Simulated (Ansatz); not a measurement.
# MoS2 in Ansatz: the effect of functional

MoS2, a slab with vacuum:

```
Mo S
1.0
     3.14109    0.00000    0.00000
    -1.57055    2.72027    0.00000
     0.00000    0.00000   17.10032
Mo S
1 2
Direct
  0.00000 0.00000 0.00000
  0.33333 0.66667 0.91051
  0.33333 0.66667 0.08949
```

The cell isn't the ideal one: volume scaled by 0.96.

Alike in all runs:

| Property | Result |
| --- | --- |
| Program | Ansatz 0.2.0 |
| Task | single point |
| Potentials or basis | Ansatz PAW |
| k mesh | 10 × 10 × 2 |
| Occupations | fermi-dirac, width 0.05 eV |
| Spin | no spin polarisation |

Problem. One run gave: gap on the mesh 1.84 eV; largest force 0.30 eV/Å. Which functional did it use?
A. PBEsol
B. LDA
C. r2SCAN

Solution. B.

| functional | cutoff | gap on the mesh (eV) | largest force (eV/Å) |
| --- | --- | --- | --- |
| LDA | 420 eV (not typed: the program's choice for these potentials) | 1.84 | 0.30 |
| PBEsol | 420 eV (not typed: the program's choice for these potentials) | 1.84 | 0.56 |
| r2SCAN | 500 eV (not typed: the program's choice for these potentials) | 1.93 | 0.75 |

Caveats: the PAW data sets come from PBE, with cores solved anew for the run's functional, which leaves a small shift of forces and pressure.

A k mesh can miss the band edges.
